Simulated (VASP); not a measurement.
# GaP (F-43m) under biaxial strain in the (111) plane, part 2 of 2

Wanted: the response of GaP to biaxial strain in the (111) plane, as a table, with a fit that predicts a row left out.

VASP 6.6.1, plane waves and PAW; the level of theory is named at each step.

So far. Step 5 (Band edges, r2SCAN with spin-orbit coupling): The run ends at a pressure of 0.55 GPa, with forces up to 0.0011 eV/Å.

## Step 6: All members

Runs beyond LDA use the data sets made with LDA; this shifts their levels slightly, and their total energies have another zero (at TB-mBJ, which has no energy functional, they mean nothing).

The other members went through these steps as far as the tables show, with the same cutoff and, step by step, the same mesh; 35 runs are not shown. The session took 3.3 core hours (wall time by ranks) on a shared machine.

| in-plane strain (%) | strain along the normal (%) | in-plane stress, tension positive (GPa) | energy above the unstrained row (meV/atom) | gap on the mesh, LDA (eV) |
| --- | --- | --- | --- | --- |
| -2.000 | 0.950 | -4.456 | 10.919 | 1.184 |
| -1.500 | 0.708 | -3.281 | 6.146 | 1.260 |
| -1.000 | 0.469 | -2.148 | 2.769 | 1.323 |
| -0.500 | 0.225 | -1.045 | 0.737 | 1.365 |
| 0 | 0.000 | 0.006 | 0.000 | 1.402 |
| 0.500 | -0.233 | 1.027 | 0.558 | 1.375 |
| 1.000 | -0.456 | 2.013 | 2.342 | 1.347 |
| 1.500 | -0.675 | 2.963 | 5.309 | 1.224 |
| 2.000 | -0.890 | 3.868 | 9.431 | 1.104 |

Slopes at zero strain, from cubics through all rows: strain ratio -0.462, stress over strain 208 GPa.

Band edges at TB-mBJ with spin-orbit coupling, counted from the valence-band top at Γ, spin-orbit pairs averaged, with one row partly withheld:

| in-plane strain (%) | gap (eV) | conduction band at Γ (eV) | Δ or X valley along z (eV) | Δ or X valley along x (eV) | lowest conduction level at L, [111] (eV) | lowest conduction level at L, [-111] (eV) | second valence level below the top (eV) | third valence level below the top (eV) |
| --- | --- | --- | --- | --- | --- | --- | --- | --- |
| -2.000 | 2.073 | 3.232 | 2.073 | 2.073 | 2.961 | 2.535 | 0.049 | 0.321 |
| -1.500 | 2.143 | 3.250 | 2.143 | 2.143 | 2.885 | 2.570 | 0.046 | 0.244 |
| -1.000 | 2.201 | 3.247 | 2.198 | 2.198 | 2.808 | 2.601 | 0.042 | 0.173 |
| -0.500 | 2.249 | 3.226 | 2.247 | 2.247 | ? | 2.630 | 0.030 | 0.114 |
| 0 | 2.289 | 3.188 | 2.288 | 2.288 | 2.655 | 2.655 | 0.000 | 0.079 |
| 0.500 | 2.275 | 3.092 | 2.273 | 2.273 | 2.531 | 2.630 | 0.048 | 0.114 |
| 1.000 | 2.250 | 2.985 | 2.248 | 2.248 | 2.404 | 2.598 | 0.099 | 0.160 |
| 1.500 | 2.221 | 2.874 | 2.218 | 2.218 | 2.279 | 2.566 | 0.147 | 0.206 |
| 2.000 | 2.158 | 2.761 | 2.187 | 2.187 | 2.158 | 2.534 | 0.193 | 0.250 |

Conduction masses, in electron masses:

| in-plane strain (%) | conduction mass at Γ, along the strain axis or the normal of the plane | L [111] mass, longitudinal | L [111] mass, transverse along [1-10] |
| --- | --- | --- | --- |
| -2.000 | 0.127 | 1.894 | 0.171 |
| -1.500 | 0.137 | 1.879 | 0.171 |
| -1.000 | 0.151 | 1.838 | 0.170 |
| -0.500 | 0.168 | 1.826 | 0.169 |
| 0 | 0.184 | 1.808 | 0.168 |
| 0.500 | 0.198 | 1.779 | 0.167 |
| 1.000 | 0.211 | 1.776 | 0.167 |
| 1.500 | 0.223 | 1.742 | 0.167 |
| 2.000 | 0.233 | 1.708 | 0.165 |

Band edges at r2SCAN with spin-orbit coupling, counted from the valence-band top at Γ, spin-orbit pairs averaged:

| in-plane strain (%) | gap (eV) | conduction band at Γ (eV) | Δ or X valley along z (eV) | Δ or X valley along x (eV) | lowest conduction level at L, [111] (eV) | lowest conduction level at L, [-111] (eV) | second valence level below the top (eV) | third valence level below the top (eV) |
| --- | --- | --- | --- | --- | --- | --- | --- | --- |
| -2.000 | 1.547 | 2.665 | 1.547 | 1.547 | 2.451 | 1.995 | 0.051 | 0.328 |
| -1.500 | 1.619 | 2.677 | 1.618 | 1.618 | 2.366 | 2.029 | 0.049 | 0.249 |
| -1.000 | 1.675 | 2.668 | 1.673 | 1.673 | 2.281 | 2.060 | 0.044 | 0.178 |
| -0.500 | 1.722 | 2.641 | 1.722 | 1.722 | 2.196 | 2.088 | 0.031 | 0.119 |
| 0 | 1.762 | 2.599 | 1.762 | 1.762 | 2.112 | 2.112 | 0.000 | 0.084 |
| 0.500 | 1.746 | 2.499 | 1.745 | 1.745 | 1.980 | 2.086 | 0.048 | 0.119 |
| 1.000 | 1.719 | 2.388 | 1.718 | 1.718 | 1.847 | 2.054 | 0.098 | 0.164 |
| 1.500 | 1.688 | 2.273 | 1.686 | 1.686 | 1.716 | 2.021 | 0.147 | 0.209 |
| 2.000 | 1.590 | 2.157 | 1.653 | 1.653 | 1.590 | 1.990 | 0.191 | 0.252 |

Conduction masses, in electron masses:

| in-plane strain (%) | conduction mass at Γ, along the strain axis or the normal of the plane | L [111] mass, longitudinal | L [111] mass, transverse along [1-10] |
| --- | --- | --- | --- |
| -2.000 | 0.102 | 1.888 | 0.147 |
| -1.500 | 0.111 | 1.858 | 0.146 |
| -1.000 | 0.121 | 1.854 | 0.144 |
| -0.500 | 0.132 | 1.809 | 0.143 |
| 0 | 0.144 | 1.763 | 0.141 |
| 0.500 | 0.154 | 1.751 | 0.140 |
| 1.000 | 0.162 | 1.748 | 0.139 |
| 1.500 | 0.168 | 1.708 | 0.138 |
| 2.000 | 0.172 | 1.698 | 0.137 |

## Step 7: A fit to the known rows

The quantity to fit is the splitting of the lowest conduction levels at the L points ([111] less [-111]) at TB-mBJ with spin-orbit coupling: 0.425, 0.315, 0.207, 0.000, -0.099, -0.195, -0.287, -0.376 eV in the rows shown.

A least-squares parabola through the 8 rows shown, with d the strain along the axis less the strain across it, in %: E = 0.002405 d² + 0.1372 d + 6.95e-5 (eV), r.m.s. residual 8.5e-5 eV.

For the withheld row, d = 0.725, the fit gives 0.1008 eV.

## Step 8: Checking the prediction

The calculation gives 0.1008 eV, so the prediction is right to the last digit shown.

The splitting is Ξu times 8/9 of d, with d as a fraction, so the linear term gives Ξu = 15.4 eV.

## Step 9: Results

```yaml
ratio_of_normal_to_in_plane_strain: -0.462
biaxial_modulus: 208 GPa
gap_of_the_unstrained_cell_tb_mbj_with_spin_orbit_coupling: 2.29 eV
gap_of_the_unstrained_cell_r2scan_with_spin_orbit_coupling: 1.76 eV
shear_deformation_potential_u_of_the_lowest_conduction_levels_at_l: 15.4 eV
error_of_the_predicted_row: 0.0 meV
```

As a check, the curvature of the energy gives 208 GPa for the same modulus (energy per volume = M × strain²), 0 % from the slope of the stress. At TB-mBJ with spin-orbit coupling the lowest conduction valley is in turn Δ or X, L from the first row to the last, and the gap runs between 2.07 and 2.29 eV. At r2SCAN with spin-orbit coupling the lowest conduction valley is in turn Δ or X, L from the first row to the last, and the gap runs between 1.55 and 1.76 eV. Hole masses are left out throughout, since the top bands are degenerate or cross in many series; of conduction masses, those of the Γ, L and (for Si and Ge under (001) strain) Δ valleys are kept where they change by under an eighth between rows. TB-mBJ is a potential fitted for gaps; it has no energy functional, so its total energies and forces mean nothing, and its bands tend to come out too narrow. r2SCAN opens gaps somewhat over GGA but leaves them below measured values as a rule. Δ or X levels are the lowest on their line, refined by a parabola unless they lie at X; the gap is read from all points sampled and can differ from the lowest valley by some meV, or by tens of meV where strain moves the valence top off Γ. Temperature, zero-point motion and excitons are left out.

[Lines on the potential files, build, host, timing and source positions are cut from VASP's logs without a mark.]

[Logs are printed without paths, hosts, clocks, repeated set-up lines and the standing remarks that a program may print on its own settings, such as how far it seeks lower states.]

[Hosts, paths, dates, database ids (printed as entryN), source tags and the programs' standing remarks are cut or masked in the printed files.]

[In band tables of VASP the shares of atoms and orbitals are scaled to a sum of 1 inside the atoms' spheres.]
